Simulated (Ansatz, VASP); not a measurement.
Two plane-wave programs on GaN

Contents of INCAR:

```
SYSTEM = GaN
PREC = Accurate ; ENCUT = 520
EDIFF = 1E-6 ; ISMEAR = 0
SIGMA = 0.05 ; LREAL = .FALSE.
LASPH = .TRUE. ; NELM = 80
ALGO = Normal ; ISIF = 2
LWAVE = .FALSE. ; LCHARG = .FALSE.
GGA = PE ; NBANDS = 26
```

Contents of KPOINTS:

```
Automatic mesh
0
G
  12 12 6
  0 0 0
```

The input POSCAR:

```
GaN
1.0
    3.1799996605      0.0000000000      0.0000000000
   -1.5899998303      2.7539604900      0.0000000000
    0.0000000000      0.0000000000      5.1660000000
Ga N
2 2
Direct
    0.3333333333      0.6666666667      0.0000000000
    0.6666666667      0.3333333333      0.5000000000
    0.3333333333      0.6666666667      0.3362853271
    0.6666666667      0.3333333333      0.8750000000
```

Input for Ansatz:

```yaml
crystal:
  lattice:
    - [3.1799996605, 0.0, 0.0]
    - [-1.5899998303, 2.75396049, 0.0]
    - [0.0, 0.0, 5.166]
  atoms:
    - { symbol: Ga, position: [0.3333333333, 0.6666666667, 0.0] }
    - { symbol: Ga, position: [0.6666666667, 0.3333333333, 0.5] }
    - { symbol: "N", position: [0.3333333333, 0.6666666667, 0.3362853271] }
    - { symbol: "N", position: [0.6666666667, 0.3333333333, 0.875] }
basis:
  ecutwfc: 420
kpoints:
  mp_grid: { grid: [12, 12, 6] }
hamiltonian:
  xc: pbe
scf:
  occupations: { method: gaussian, width: 0.05 }
output:
  forces: true
  stress: true
  eigenvalues: true
```

Alike in both runs: task single point; functional PBE; k mesh 12 × 12 × 6; occupations gaussian, width 0.05 eV; no spin polarisation.

```csv
,VASP,Ansatz
version,VASP 6.6.1,Ansatz 0.2.0
potentials or method,"VASP PAW PBE potentials, release 64 (Ga_d, N)","scalar-relativistic, plane waves, PAW"
plane-wave cutoff (eV),520,420
valence electrons in the cell,36,36
```

```csv
,VASP,Ansatz,Ansatz less VASP
gap on the k mesh at the Fermi level (eV),1.76,1.75,-0.005
least direct gap on the mesh (eV),1.76,1.75,-0.005
pressure (GPa),11.0,11.0,+0.07
largest component of the traceless stress (GPa),14.39,14.77,+0.373
rms of the force components (eV/Å),1.955,1.994,+0.0393
```

Atom by atom the forces differ by 0.042 eV/Å (rms over components). The functional is the same, so the differences come from potentials, cutoffs and numerics.

Caveats: forces of over 1 eV/Å show positions far from the minimum, so gaps and moduli don't describe the material at rest.
